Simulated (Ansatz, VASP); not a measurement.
# TiAl3 in VASP and in Ansatz

Contents of INCAR:

```
PREC = Accurate ; ENCUT = 520
EDIFF = 1E-6 ; ISMEAR = 0
SIGMA = 0.1 ; LREAL = F
LASPH = T ; NELM = 80
ALGO = Fast ; ISIF = 2
LWAVE = F ; LCHARG = F
GGA = CA ; NBANDS = 18
```

The input KPOINTS:

```
Automatic mesh
0
Gamma
  4 4 4
```

The input POSCAR:

```
TiAl3
1.0
    3.9556712500      0.0000000000      0.0000000000
    0.0000000000      3.9556712500      0.0000000000
    0.0000000000      0.0000000000      3.9556712500
Ti Al
1 3
Direct
    0.0000000000      0.0000000000      0.0000000000
    0.5000000000      0.5000000000      0.0000000000
    0.5000000000      0.0000000000      0.5000000000
    0.0000000000      0.5000000000      0.5000000000
```

Input for Ansatz:

```yaml
crystal:
  lattice:
    - [3.95567125, 0.0, 0.0]
    - [0.0, 3.95567125, 0.0]
    - [0.0, 0.0, 3.95567125]
  atoms:
    - { symbol: Ti, position: [0.0, 0.0, 0.0] }
    - { symbol: Al, position: [0.5, 0.5, 0.0] }
    - { symbol: Al, position: [0.5, 0.0, 0.5] }
    - { symbol: Al, position: [0.0, 0.5, 0.5] }
basis:
  ecutwfc: 420
kpoints:
  mp_grid: { grid: [4, 4, 4] }
hamiltonian:
  xc: lda
  pseudopotentials: { kind: paw, azcp: { folder: soft_1 } }
scf:
  occupations: { method: gaussian, width: 0.1 }
output:
  forces: true
  stress: true
  eigenvalues: true
```

The cell comes from a database or a generator and needn't be the stable form of this composition.

Alike in both runs: task single point; functional LDA; k mesh 4 × 4 × 4; occupations gaussian, width 0.1 eV; no spin polarisation.

|  | VASP | Ansatz |
| --- | --- | --- |
| version | VASP 6.6.1 | Ansatz 0.2.0 |
| potentials or method | VASP PAW LDA potentials, release 64 (Ti_sv, Al) | scalar-relativistic, plane waves, PAW |
| plane-wave cutoff (eV) | 520 | 420 |
| valence electrons in the cell | 21 | 21 |

|  | VASP | Ansatz | Ansatz less VASP |
| --- | --- | --- | --- |
| gap on the k mesh at the Fermi level (eV) | none | none | - |
| pressure (GPa) | -3.5 | -3.7 | -0.15 |

A gap of «none» marks a metal or a gap that the smearing closes. Ansatz warned: «pseudo_functional_mismatch».

Caveats: the k mesh is coarse (spacing up to 0.40 Å⁻¹), so the values aren't converged.
